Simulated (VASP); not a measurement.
A run of VASP 6.6.1:

File INCAR:

```
SYSTEM = Al
PREC = Accurate
ENCUT = 520
EDIFF = 1E-7
ISMEAR = 0
SIGMA = 0.1
LREAL = .False.
LASPH = .True.
NELM = 100
ALGO = Normal
ISIF = 2
LWAVE = .False.
LCHARG = .False.
GGA = PE
NBANDS = 8
```

KPOINTS

```
regular mesh
0
Gamma
  8 8 8
  0 0 0
```

File POSCAR:

```
Al
1.0
   -1.6840051317      1.6840051317      1.6840051317
    1.6840051317     -1.6840051317      1.6840051317
    1.6840051317      1.6840051317     -1.6840051317
Al
1
Direct
    0.0000000000      0.0000000000      0.0000000000
```

Potentials or basis: VASP PAW PBE potentials, release 64 (Al).

Run with:

```sh
$ cat potpaw_PBE.64/Al/POTCAR > POTCAR
$ mpirun -np 1 vasp_std > vasp.out
```

Hardware: 1 thread of Intel(R) Xeon(R) 6975P-C (Granite Rapids), with other jobs on the host.

Question: How long does it take, and how much memory?

Answer: Wall time 3.2 s on 1 thread of Intel(R) Xeon(R) 6975P-C (Granite Rapids), with other jobs on the host, peak memory 0.12 GiB. Counts: scf iterations 11, k points 29.
